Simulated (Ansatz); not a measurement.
**Stress against strain in WSe2**

```
CELL_PARAMETERS angstrom
3.29000 0.00000 0.00000
-1.64500 2.84922 0.00000
0.00000 0.00000 12.97000
ATOMIC_POSITIONS crystal
W 0.33333 0.66667 0.25000
W 0.66667 0.33333 0.75000
Se 0.33333 0.66667 0.62100
Se 0.66667 0.33333 0.12100
Se 0.33333 0.66667 0.87900
Se 0.66667 0.33333 0.37900
```

Atom numbers follow the list: W1, W2, Se3, Se4, Se5, Se6.

The cell is COD entry 9009146, as deposited and not checked against the literature; nothing was relaxed.

No spin–orbit coupling, which matters for the heavy atoms here.

The calculation used DFT, PBEsol, all-electron LAPW, scalar-relativistic in Ansatz 0.2.0.

Numerical set-up: a Γ-centred 11×11×3 k mesh, Fermi–Dirac smearing of 0.08 eV, basis error target 0.5 meV/atom, no spin polarisation.

The strain is applied along the Cartesian axes of the cell as listed (the other components stay zero). Fractional coordinates are held (clamped ions).

σ is the change of stress from the unstrained cell, which is at -1.20 GPa; tension is positive, so slopes are stress–strain coefficients at that pressure.

Only quantities that a quadratic follows smoothly over the whole series are listed; rougher ones are left out.

```tsv
εzz	σzz (GPa)	σxx (GPa)
-0.0300	-8.84	-3.19
-0.0200	-5.75	-2.05
-0.0100	-2.80	-0.99
0.0000	0.00	0.00
0.0200	5.20	1.77
0.0300	7.61	2.56
```

**Question.** Fit the series and read off the stiffness at zero strain.

**Answer.** Least-squares fits y = p0 + p1 x + p2 x² to the rows give σzz (GPa): p1 = 274, p2 = -690; σxx (GPa): p1 = 95.7, p2 = -350. So C33 = 274 GPa and C13 = 96 GPa, for these axes.

**Question.** One run, at εzz = 0.0100, is withheld. Predict its row.

**Answer.** The fits give 2.67, 0.92; the run gave 2.67, 0.92.
